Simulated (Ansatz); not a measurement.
# SrO: band gap under strain

How does strain move the band edges of SrO in the rocksalt structure, and do the functionals agree on it? States: no strain; -4.0 % equal strain in all directions; -3.0 % equal strain in all directions.

Program: Ansatz 0.2.0. PAW datasets, plane waves. No spin polarisation and no zero-point or thermal motion.

## (1) The structure to begin with

The unstrained cell was relaxed with r2SCAN; in each strained cell the atoms were relaxed again with r2SCAN. Names of k-points are those of the unstrained zone, where strain can split equivalent points. First state: no strain.

The symmetry is Fm-3m (No. 225, cubic); a = 5.160 Å in the conventional setting, 17.17 Å³ an atom. Sr has 6 O at 2.58 Å; O has 6 Sr at 2.58 Å.

As a file:

```cif
data_structure
_symmetry_space_group_name_H-M 'Fm-3m'
_symmetry_Int_Tables_number 225
_cell_length_a 5.1598
_cell_length_b 5.1598
_cell_length_c 5.1598
_cell_angle_alpha 90.000
_cell_angle_beta 90.000
_cell_angle_gamma 90.000
_cell_volume 137.37
loop_
_atom_site_label
_atom_site_type_symbol
_atom_site_symmetry_multiplicity
_atom_site_Wyckoff_symbol
_atom_site_fract_x
_atom_site_fract_y
_atom_site_fract_z
_atom_site_occupancy
Sr1 Sr 4 a 0.00000 0.00000 0.00000 1
O1 O 4 b 0.50000 0.00000 0.00000 1
```

## (2) No strain: PBE

input.yaml

```yaml
crystal:
  lattice:
    - [0.0, 2.5798923259, 2.5798923259]
    - [2.5798923259, 0.0, 2.5798923259]
    - [2.5798923259, 2.5798923259, 0.0]
  atoms:
    - { symbol: Sr, position: [0.0, 0.0, 0.0] }
    - { symbol: O, position: [0.5, 0.5, 0.5] }
kpoints:
  mp_grid: { grid: [8, 8, 8] }
  band_path:
    path:
      - [0.0, 0.0, 0.0]
      - [0.5, 0.0, 0.5]
      - [0.625, 0.25, 0.625]
      - [0.375, 0.375, 0.75]
      - [0.5, 0.5, 0.5]
      - [0.5, 0.25, 0.75]
      - [0.0, 0.5, 0.5]
    npoints: 1
hamiltonian:
  xc: pbe
scf:
  occupations: { method: fermi_dirac, width: 0.02 }
  n_extra_bands: 4
output:
  forces: true
  stress: true
  eigenvalues: true
  write_density: true
  write_potential: true
  elf: true
  volumetric_format: npy
```

The run is started by

```sh
> ansatz run input.yaml --threads 2 --pin off --max-ram 20275MiB --backend cpu --events-out ev --progress --plain --runs-dir out
```

After this run come: No strain: r2SCAN; No strain: HSE06; No strain: r2SCAN+SOC; No strain: r2SCAN; -4.0 % equal strain in all directions: PBE; -4.0 % equal strain in all directions: r2SCAN; -4.0 % equal strain in all directions: HSE06; -4.0 % equal strain in all directions: r2SCAN+SOC; -4.0 % equal strain in all directions: r2SCAN; -3.0 % equal strain in all directions: PBE; -3.0 % equal strain in all directions: r2SCAN; -3.0 % equal strain in all directions: HSE06; -3.0 % equal strain in all directions: r2SCAN+SOC; -3.0 % equal strain in all directions: r2SCAN.

**Question.** What will these runs give?

The runs gave:

Least gap in eV (negative: overlap), with the change from the unstrained cell in brackets:

```
                                state  volume change (%)           PBE        r2SCAN         HSE06
                            no strain               +0.0          3.32          3.80          4.79
-4.0 % equal strain in all directions              -11.5  3.21 (-0.11)  3.69 (-0.11)  4.72 (-0.07)
-3.0 % equal strain in all directions               -8.7  3.26 (-0.06)  3.75 (-0.05)  4.76 (-0.03)
```

In words: The largest move of the HSE06 gap in the table is -0.077 eV, under -4.0 % equal strain in all directions. PBE and HSE06 differ by 1.48 eV on the unstrained gap, and by at most 0.03 eV on its change: PBE follows the response to strain far better than the gap itself. In PBE the gap turns direct under -4.0 % equal strain in all directions.
